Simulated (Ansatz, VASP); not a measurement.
# Two plane-wave programs on Li2S

```xyz
3
Lattice="0.0000 2.8528 2.8528 2.8528 0.0000 2.8528 2.8528 2.8528 0.0000" Properties=species:S:1:pos:R:3 pbc="T T T"
Li    4.2793    4.2793    4.2793
Li    1.4264    1.4264    1.4264
S     0.0000    0.0000    0.0000
```

The cell was built by a generator and needn't be a form met in nature.

Alike in both runs: task single point; functional PBE; k mesh 8 × 8 × 8; occupations gaussian, width 0.02 eV; no spin polarisation.

|  | VASP | Ansatz |
| --- | --- | --- |
| version | VASP 6.6.1 | Ansatz 0.2.0 |
| potentials or method | VASP PAW PBE potentials, release 64 (Li_sv, S) | scalar-relativistic, plane waves, PAW |
| plane-wave cutoff (eV) | 520 | 420 |
| valence electrons in the cell | 12 | 12 |

VASP gave:

```
gap on the k mesh at the Fermi level (eV) : 3.39
least direct gap on the mesh (eV)         : 4.26
```

Problem. Which values does Ansatz return?

Solution. gap on the k mesh at the Fermi level (eV): 3.39; least direct gap on the mesh (eV): 4.25.

 A k mesh can miss the band edges.
